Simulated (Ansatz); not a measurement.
**Ni under changes of volume**

One of the cells (10.492 Å³/atom); the others are scaled copies at fixed shape and fractional positions:

```xyz
1
Lattice="0.0000 1.7376 1.7376 1.7376 0.0000 1.7376 1.7376 1.7376 0.0000" Properties=species:S:1:pos:R:3 pbc="T T T"
Ni    0.0000    0.0000    0.0000
```

```yaml
Program: Ansatz 0.2.0
Functional: PBEsol
Dispersion: D3(BJ)
Potentials_or_basis: Ansatz PAW
Cutoff: "420 eV (not typed: the program's choice for these potentials)"
k_mesh: 13 × 13 × 13
Occupations: methfessel-paxton, width 0.15 eV
Spin: collinear spin, program default start
Hubbard_terms: Ni d U = 4 eV
```

```tsv
volume (Å³/atom)	energy over the lowest point (meV/atom)	pressure (GPa)
9.862	1.85	4.2
10.072	0.00	-1.1
10.282	4.78	-5.9
10.492	15.37	-10.1
10.702	?	?
10.912	51.39	-17.0
11.122	75.57	-19.8
```

Task: What does the run at 10.702 Å³/atom give?

Result: Energy over the lowest point 31.12 meV/atom; pressure -13.7 GPa.

Worked out: A Birch-Murnaghan fit of order 3 (a polynomial in V^(-2/3)) to the other rows has its minimum at 10.02 Å³/atom with B0 = V·E''(V) = 249 GPa and B' = 5.1. It gives 31.13 meV/atom at 10.702 Å³/atom, against the run's 31.12, and -dE/dV = -13.8 GPa, against -13.7.

Energies are extrapolated to zero smearing.

Caveats: the magnetic or orbital state may not be the lowest; pairwise dispersion overbinds metals, which lowers pressure and volume; the PAW data sets come from PBE, with cores solved anew for the run's functional, which leaves a small shift of forces and pressure; the U is typed as a test and isn't derived for this compound.
